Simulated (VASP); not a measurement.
# Ag (P6_3/mmc) in VASP: a series of runs

Runs on Ag. Level: PBE. Tasks: density of states, electric field gradients.

All numbers are computed with VASP 6.6.1; they aren't measurements. Logs are shortened: lines on timing, memory, paths and dates and some standing lists are left out, and cuts for length are marked.

## 1. The crystal as given

The structure is hexagonal, space group P6_3/mmc (No. 194). The conventional cell has a = 2.930 Å, b = 2.930 Å, c = 4.790 Å, α = 90.00°, β = 90.00°, γ = 120.00°. Ag (site symmetry -6m2) is surrounded by 12 Ag at 2.93 Å.

This isn't the form of Ag at room conditions, which is fcc.

## 2. Density of states, PBE

POSCAR reads:

```
Ag
1.0
    2.9299980804      0.0000000000      0.0000000000
   -1.4649990402      2.5374527707      0.0000000000
    0.0000000000      0.0000000000      4.7900000000
Ag
2
Direct
    0.3333333333      0.6666666667      0.2500000000
    0.6666666667      0.3333333333      0.7500000000
```

INCAR.step1 reads:

```
PREC = Accurate ; ENCUT = 520
EDIFF = 1E-6 ; ISMEAR = -1
SIGMA = 0.05 ; LREAL = F
LASPH = T ; NELM = 100
ALGO = Fast ; ISIF = 2
LWAVE = F ; LCHARG = T
LMAXMIX = 4 ; GGA = PE
NBANDS = 18
```

KPOINTS.step1 reads:

```
regular mesh
0
Gamma
  14 14 8
```

INCAR.step2 reads:

```
PREC = Accurate ; ENCUT = 520
EDIFF = 1E-6 ; ISMEAR = -5
SIGMA = 0.05 ; LREAL = F
LASPH = T ; NELM = 100
ALGO = Fast ; ISIF = 2
LWAVE = F ; LCHARG = F
LMAXMIX = 4 ; GGA = PE
LORBIT = 11 ; NEDOS = 2001
ICHARG = 11
```

KPOINTS.step2 reads:

```
regular mesh
0
Gamma
  21 21 12
```

Potentials or basis: VASP PAW PBE potentials, release 64 (Ag).

Launch:

```console
> cat potpaw_PBE.64/Ag/POTCAR > POTCAR
> cp INCAR.step1 INCAR
> cp KPOINTS.step1 KPOINTS
> mpirun -np 1 vasp_std > vasp.out
> cp INCAR.step2 INCAR
> cp KPOINTS.step2 KPOINTS
> mpirun -np 1 vasp_std > vasp.out
```

OUTCAR:

```text
PREC = Accurate
   ENCUT = 520
   EDIFF = 1E-6
   ISMEAR = -5
   LREAL = F
   LASPH = T
   NELM = 100
   ISIF = 2
   GGA = PE
   LORBIT = 11
   ICHARG = 11

 ion  position               nearest neighbor table
   1  0.333  0.667  0.250-   2 2.93   2 2.93   2 2.93   2 2.93   2 2.93   2 2.93
   2  0.667  0.333  0.750-   1 2.93   1 2.93   1 2.93   1 2.93   1 2.93   1 2.93

  LATTYP: Found a hexagonal cell.
 ALAT       =     2.9299980804
 C/A-ratio  =     1.6348133577

  Lattice vectors:

 A1 = (   2.9299980804,   0.0000000000,   0.0000000000)
 A2 = (  -1.4649990402,   2.5374527707,   0.0000000000)
 A3 = (   0.0000000000,   0.0000000000,   4.7900000000)

Analysis of symmetry for initial positions (statically):
=====================================================================
 Subroutine PRICEL returns:
 Original cell was already a primitive cell.

 Routine SETGRP: Setting up the symmetry group for a
 hexagonal supercell.

 Subroutine GETGRP returns: Found 24 space group operations
 (whereof 12 operations were pure point group operations)
 out of a pool of 24 trial point group operations.

The static configuration has the point symmetry D_3d.
 The point group associated with its full space group is D_6h.

Analysis of symmetry for dynamics (positions and initial velocities):
=====================================================================
 Subroutine PRICEL returns:
 Original cell was already a primitive cell.

 Routine SETGRP: Setting up the symmetry group for a
 hexagonal supercell.

 Subroutine GETGRP returns: Found 24 space group operations
 (whereof 12 operations were pure point group operations)
 out of a pool of 24 trial point group operations.

The dynamic configuration has the point symmetry D_3d.
 The point group associated with its full space group is D_6h.

 Subroutine INISYM returns: Found 24 space group operations
 (whereof 12 operations are pure point group operations),
 and found     1 'primitive' translations

----------------------------------------------------------------------------------------

                                     Primitive cell

  volume of cell :      35.6124

  direct lattice vectors                    reciprocal lattice vectors
     2.929998080  0.000000000  0.000000000     0.341297152  0.197048003  0.000000000
    -1.464999040  2.537452771  0.000000000     0.000000000  0.394096005  0.000000000
     0.000000000  0.000000000  4.790000000     0.000000000  0.000000000  0.208768267

  length of vectors
     2.929998080  2.929998080  4.790000000     0.394096005  0.394096005  0.208768267

  position of ions in fractional coordinates (direct lattice)
     0.333333333  0.666666667  0.250000000
     0.666666667  0.333333333  0.750000000

  ion indices of the primitive-cell ions
   primitive index   ion index
                 1           1
                 2           2

----------------------------------------------------------------------------------------

 KPOINTS: regular mesh

Automatic generation of k-mesh.
 Grid dimensions read from file:
 generate k-points for:   21   21   12

 Generating k-lattice:

  Cartesian coordinates                     Fractional coordinates (reciprocal lattice)
     0.016252245  0.009383238  0.000000000     0.047619048  0.000000000  0.000000000
     0.000000000  0.018766476  0.000000000     0.000000000  0.047619048  0.000000000
     0.000000000  0.000000000  0.017397356     0.000000000  0.000000000  0.083333333

  Length of vectors
     0.018766476  0.018766476  0.017397356

  Shift w.r.t. Gamma in fractional coordinates (k-lattice)
     0.000000000  0.000000000  0.000000000

 TETIRR: Found   5376 inequivalent tetrahedra from    31752

 Subroutine IBZKPT returns following result:
 ===========================================

 Found    336 irreducible k-points:

 Following reciprocal coordinates:
            Coordinates               Weight
  0.000000  0.000000  0.000000      1.000000
  0.047619  0.000000  0.000000      6.000000
  0.095238 -0.000000  0.000000      6.000000
  0.142857  0.000000  0.000000      6.000000
  0.190476 -0.000000  0.000000      6.000000
  0.238095  0.000000  0.000000      6.000000
[... 16 lines left out ...]
  0.142857  0.095238  0.000000     12.000000
  0.190476  0.095238  0.000000     12.000000
 [... further k-points ...]
   k-points           NKPTS =    336   k-points in BZ     NKDIM =    336   number of bands    NBANDS=     15
   number of dos      NEDOS =   2001   number of ions     NIONS =      2
   total plane-waves  NPLWV =  20736
   dimension x,y,z NGX =    24 NGY =   24 NGZ =   36
   dimension x,y,z NGXF=    48 NGYF=   48 NGZF=   72
   ions per type =               2
   NGX,Y,Z   is equivalent  to a cutoff of  13.62, 13.62, 12.49 a.u.
   NGXF,Y,Z  is equivalent  to a cutoff of  27.23, 27.23, 24.99 a.u.
 SYSTEM =  unknown system
   PREC   = accura    normal or accurate (medium, high low for compatibility)
   ISTART =      0    job   : 0-new  1-cont  2-samecut
   ICHARG =     11    charge: 1-file 2-atom 10-const
   ISPIN  =      1    spin polarized calculation?
   LNONCOLLINEAR =      F non collinear calculations
   LSORBIT =      F    spin-orbit coupling
   LASPH  =      T    aspherical Exc in radial PAW
   ENCUT  =  520.0 eV  38.22 Ry    6.18 a.u.   5.45  5.45  8.91*2*pi/ulx,y,z
   NELM   =    100;   NELMIN=  2; NELMDL=  0     # of ELM steps
   EDIFF  = 0.1E-05   stopping-criterion for ELM
   LREAL  =      F    real-space projection
[... 7 lines left out ...]
   TEBEG  =    0.0;   TEEND  =   0.0 temperature during run
   PSTRESS=    0.0 pullay stress
   NELECT =      22.0000    total number of electrons
   NUPDOWN=      -1.0000    fix difference up-down
   EMIN   =  10.00;   EMAX   =-10.00  energy-range for DOS
   EFERMI =   0.00;   METHOD = LEGACY
   ISMEAR =    -5;   SIGMA  =   0.05  broadening in eV -4-tet -1-fermi 0-gaus
   EFERMI_NEDOS =   21; number of points for ismear=-14 and -15
   IALGO  =     68    algorithm
   IMIX   =      4    mixing-type and parameters
     AMIX     =   0.40;   BMIX     =  1.00
     AMIX_MAG =   1.60;   BMIX_MAG =  1.00
  volume/ion in A,a.u.               =      17.81       120.16
  Fermi-wavevector in a.u.,A,eV,Ry     =   1.394276  2.634800 26.449806  1.944006
  Thomas-Fermi vector in A             =   2.517841
   LORBIT       =     11    0 simple, 1 ext, 2 COOP (PROOUT), +10 PAW based schemes
   GGA     = PE    functional components
   LHFCALC =     F    Hartree Fock is set to
   AEXX    =    0.0000 exact exchange contribution
   IVDW    =     0    specifies the selected vdW correction
   LEPSILON=     F    determine dielectric tensor
   LRPA    =     F    only Hartree local field effects (RPA)
 non-spin polarized calculation
 RMM-DIIS sequential band-by-band and
 Fermi weights with tetrahedron method with Bloechl corrections
  energy-cutoff  :      520.00
  volume of cell :       35.61
 maximum number of plane-waves:       990
 NGX is ok and might be reduce to    24

 number of electron      22.0000005 magnetization

 Free energy of the ion-electron system (eV)
  ---------------------------------------------------
  ext. energy  EPLUGINS =         0.00000000
  ---------------------------------------------------
  free energy    TOTEN  =        -5.42760121 eV

  energy without entropy =       -5.42760121  energy(sigma->0) =       -5.42760121

 E-fermi :   7.8816     XC(G=0): -11.9508

 val. band max:        7.9497673543   @ k =   0.4286  -0.0000   0.5000
 cond. band min:       7.8753606297   @ k =   0.2857   0.2381   0.1667
 fundamental gap:     -0.0744067245
 Fermi energy:         7.8816012317

 k-point     1 :       0.0000    0.0000    0.0000
  band No.  band energies     occupation
      1       0.3877      2.00000
      2       1.7095      2.00000
      3       3.1819      2.00000
      4       3.2772      2.00000
      5       3.2772      2.00000
      6       3.4964      2.00000
      7       3.4964      2.00000
      8       3.8220      2.00000
      9       3.8220      2.00000
     10       4.7596      2.00000
     11       4.7596      2.00000
     12       7.5530      2.00000
     13      11.1913      0.00000
     14      23.3781      0.00000
     15      25.3399      0.00000

 k-point     2 :       0.0476    0.0000    0.0000
  band No.  band energies     occupation
      1       0.4488      2.00000
      2       1.7448      2.00000
      3       3.1393      2.00000
      4       3.3086      2.00000
      5       3.3176      2.00000
      6       3.4841      2.00000
      7       3.5251      2.00000
      8       3.7941      2.00000
      9       3.8036      2.00000
     10       4.6495      2.00000
     11       4.7676      2.00000
     12       7.7355      1.88706
     13      11.2052      0.00000
     14      23.2414      0.00000
     15      24.6014      0.00000

 k-point     3 :       0.0952   -0.0000    0.0000
  band No.  band energies     occupation
      1       0.6286      2.00000
      2       1.8438      2.00000
      3       3.0593      2.00000
      4       3.3848      2.00000
      5       3.4010      2.00000
      6       3.4647      2.00000
      7       3.6091      2.00000
      8       3.7019      2.00000
      9       3.7520      2.00000
     10       4.4009      2.00000
     11       4.7888      2.00000
     12       8.2108     -0.03354
     13      11.2495      0.00000
     14      22.3384      0.00000
     15      23.9623      0.00000

 k-point     4 :       0.1429    0.0000    0.0000
  band No.  band energies     occupation
      1       0.9141      2.00000
      2       1.9824      2.00000
      3       2.9750      2.00000
      4       3.3714      2.00000
      5       3.5232      2.00000
      6       3.5491      2.00000
      7       3.5525      2.00000
      8       3.6763      2.00000
      9       3.7435      2.00000
     10       4.1510      2.00000
     11       4.8170      2.00000
     12       8.8659     -0.00569
     13      11.3321      0.00000
     14      20.7507      0.00000
     15      23.0743      0.00000
[... 307 lines left out ...]
 k-point    22 :       0.0952    0.0952    0.0000
  band No.  band energies     occupation
      1       1.0802      2.00000
      2       2.0643      2.00000
      3       2.9065      2.00000
      4       3.3812      2.00000
      5       3.4611      2.00000
      6       3.5300      2.00000
      7       3.5604      2.00000
      8       3.6598      2.00000
      9       3.8771      2.00000
     10       4.0904      2.00000
     11       4.8191      2.00000
     12       9.2126      0.00000
     13      11.3889      0.00000
     14      20.8232      0.00000
     15      20.8751      0.00000

 k-point    23 :       0.1429    0.0952    0.0000
  band No.  band energies     occupation
      1       1.4333      2.00000
      2       2.1980      2.00000
      3       2.8263      2.00000
      4       3.2063      2.00000
      5       3.3472      2.00000
      6       3.4626      2.00000
      7       3.6446      2.00000
      8       3.8722      2.00000
      9       3.9722      2.00000
     10       4.1165      2.00000
     11       4.8357      2.00000
     12       9.9329      0.00000
     13      11.5367      0.00000
     14      19.1215      0.00000
     15      20.0825      0.00000

 k-point    24 :       0.1905    0.0952    0.0000
  band No.  band energies     occupation
      1       1.8016      2.00000
      2       2.2617      2.00000
      3       2.8350      2.00000
      4       2.9318      2.00000
      5       3.3438      2.00000
      6       3.3752      2.00000
      7       3.8115      2.00000
      8       3.8664      2.00000
      9       4.1138      2.00000
     10       4.4280      2.00000
     11       4.8513      2.00000
     12      10.7421      0.00000
     13      11.7599      0.00000
     14      17.3998      0.00000
     15      19.3406      0.00000

 [... further k-points ...]
[... 5 lines left out ...]
  --------------------------------------------------------------------------------------
  -------------------------------------------------------------------------------------
  Total       -0.0692890     -0.0692890     -0.0817009      0.0000000      0.0000000      0.0000000
  in kB       -3.1172694     -3.1172694     -3.6756706      0.0000000      0.0000000      0.0000000
  external PRESSURE =      -3.3034031 kB  Pullay stress =       0.0000000 kB

 VOLUME and BASIS-vectors are now :
 -----------------------------------------------------------------------------
  energy-cutoff  :      520.00
  volume of cell :       35.61
      direct lattice vectors                 reciprocal lattice vectors
     2.929998080  0.000000000  0.000000000     0.341297152  0.197048003  0.000000000
    -1.464999040  2.537452771  0.000000000     0.000000000  0.394096005  0.000000000
     0.000000000  0.000000000  4.790000000     0.000000000  0.000000000  0.208768267

 POSITION                                       TOTAL-FORCE (eV/Angst)
 -----------------------------------------------------------------------------------
     -0.00000      1.69164      1.19750        -0.000000      0.000000      0.000000
      1.46500      0.84582      3.59250         0.000000      0.000000     -0.000000
 -----------------------------------------------------------------------------------
    total drift:                               -0.000000      0.000000     -0.000000

  FREE ENERGIE OF THE ION-ELECTRON SYSTEM (eV)
  ---------------------------------------------------
  free  energy   TOTEN  =        -5.4276012055 eV

  energy  without entropy=       -5.4276012055  energy(sigma->0) =       -5.42760121

 total charge

# of ion       s       p       d       tot
------------------------------------------
    1        0.409   0.272   9.158   9.839
    2        0.409   0.272   9.158   9.839
--------------------------------------------------
tot          0.818   0.543  18.317  19.677
```

Wall time 1.8 min (1 thread of Intel Xeon Platinum 8259CL at 2.50GHz (Skylake/Cascade Lake), shared host); peak memory 0.27 GiB.

What came out:

```yaml
Valence_electrons_inside_the_program's_atomic_spheres: Ag 9.84
```

States per cell in windows of 0.5 eV (zero at the Fermi level; states under -8 eV left out):
| from (eV) | total | Ag1_d | Ag2_d | Ag1_p | Ag2_p | Ag1_s | Ag2_s |
| --- | --- | --- | --- | --- | --- | --- | --- |
| -8.0 | 0.00 | 0.00 | 0.00 | 0.00 | 0.00 | 0.00 | 0.00 |
| -7.5 | 0.05 | 0.00 | 0.00 | 0.00 | 0.00 | 0.01 | 0.01 |
| -7.0 | 0.10 | 0.00 | 0.00 | 0.00 | 0.00 | 0.02 | 0.02 |
| -6.5 | 0.50 | 0.13 | 0.13 | 0.01 | 0.01 | 0.05 | 0.05 |
| -6.0 | 2.89 | 1.07 | 1.07 | 0.02 | 0.02 | 0.10 | 0.10 |
| -5.5 | 2.77 | 1.14 | 1.14 | 0.03 | 0.03 | 0.03 | 0.03 |
| -5.0 | 3.48 | 1.52 | 1.52 | 0.03 | 0.03 | 0.02 | 0.02 |
| -4.5 | 3.61 | 1.61 | 1.61 | 0.04 | 0.04 | 0.02 | 0.02 |
| -4.0 | 2.59 | 1.18 | 1.18 | 0.02 | 0.02 | 0.01 | 0.01 |
| -3.5 | 3.60 | 1.72 | 1.72 | 0.01 | 0.01 | 0.01 | 0.01 |
| -3.0 | 1.21 | 0.56 | 0.56 | 0.01 | 0.01 | 0.01 | 0.01 |
| -2.5 | 0.23 | 0.06 | 0.06 | 0.01 | 0.01 | 0.02 | 0.02 |
| -2.0 | 0.23 | 0.05 | 0.05 | 0.01 | 0.01 | 0.02 | 0.02 |
| -1.5 | 0.25 | 0.05 | 0.05 | 0.02 | 0.02 | 0.02 | 0.02 |
| -1.0 | 0.24 | 0.04 | 0.04 | 0.02 | 0.02 | 0.02 | 0.02 |
| -0.5 | 0.27 | 0.04 | 0.04 | 0.03 | 0.03 | 0.02 | 0.02 |
| 0.0 | 0.29 | 0.03 | 0.03 | 0.04 | 0.04 | 0.02 | 0.02 |
| 0.5 | 0.26 | 0.03 | 0.03 | 0.04 | 0.04 | 0.02 | 0.02 |
| 1.0 | 0.26 | 0.03 | 0.03 | 0.04 | 0.04 | 0.02 | 0.02 |
| 1.5 | 0.29 | 0.03 | 0.03 | 0.04 | 0.04 | 0.02 | 0.02 |
| 2.0 | 0.28 | 0.03 | 0.03 | 0.04 | 0.04 | 0.02 | 0.02 |
| 2.5 | 0.22 | 0.02 | 0.02 | 0.03 | 0.03 | 0.01 | 0.01 |
| 3.0 | 0.20 | 0.02 | 0.02 | 0.03 | 0.03 | 0.01 | 0.01 |
| 3.5 | 0.18 | 0.02 | 0.02 | 0.02 | 0.02 | 0.02 | 0.02 |
| 4.0 | 0.16 | 0.02 | 0.02 | 0.02 | 0.02 | 0.02 | 0.02 |
| 4.5 | 0.35 | 0.04 | 0.04 | 0.03 | 0.03 | 0.06 | 0.06 |
| 5.0 | 0.44 | 0.04 | 0.04 | 0.04 | 0.04 | 0.06 | 0.06 |
| 5.5 | 0.46 | 0.04 | 0.04 | 0.05 | 0.05 | 0.06 | 0.06 |
| 6.0 | 0.42 | 0.03 | 0.03 | 0.05 | 0.05 | 0.05 | 0.05 |
| 6.5 | 0.45 | 0.04 | 0.04 | 0.06 | 0.06 | 0.05 | 0.05 |
| 7.0 | 0.42 | 0.03 | 0.03 | 0.06 | 0.06 | 0.04 | 0.04 |
| 7.5 | 0.38 | 0.03 | 0.03 | 0.06 | 0.06 | 0.03 | 0.03 |

Caveat: tetrahedron occupations give inexact forces and stress in metals.

[end of part 1 of 2]
